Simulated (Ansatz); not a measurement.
# SiO2: strain energy, fitted

SiO2, P4_32_12, a = 4.948 Å, c = 6.878 Å. This isn't the usual stable structure of the compound. Ansatz: LDA, PAW, 420 eV, Γ-centred 6×6×4 mesh on 12 atoms, Gaussian smearing 0.02 eV; no spin polarisation. Series: biaxial strain in the a-b plane, c and atoms relaxed; x is the strain in per cent. y is the free energy over the unstrained cell, V0 = 14.035 Å³/atom.

| x (%) | y (meV/atom) |
| --- | --- |
| -3.0 | 3.74 |
| -1.5 | 0.85 |
| 0.0 | 0.00 |
| 1.5 | ? |
| 3.0 | 3.67 |

**Question.** Fit y = c2 x² + c3 x³ to the other rows, turn c2 into a modulus, and predict the missing energy.

**Answer.** Least squares on the rows shown. y = 0.4106 x² − 0.001117 x³. In eV per unit strain² c2 is 4.106; M is the biaxial modulus (E = M V0 ε²): 4.106 × 160.2 / (14.035) = 47 GPa. At x = 1.5 the fit asked for gives 0.92 meV/atom. The run gave 0.98 meV/atom, so the fit is 0.06 meV/atom too low, within twice the rms miss on the fitted rows (0.05 meV/atom).

Cost: 5 runs of about 12 core-minutes in all, on Intel Xeon 6975P-C (Granite Rapids) (shared hosts).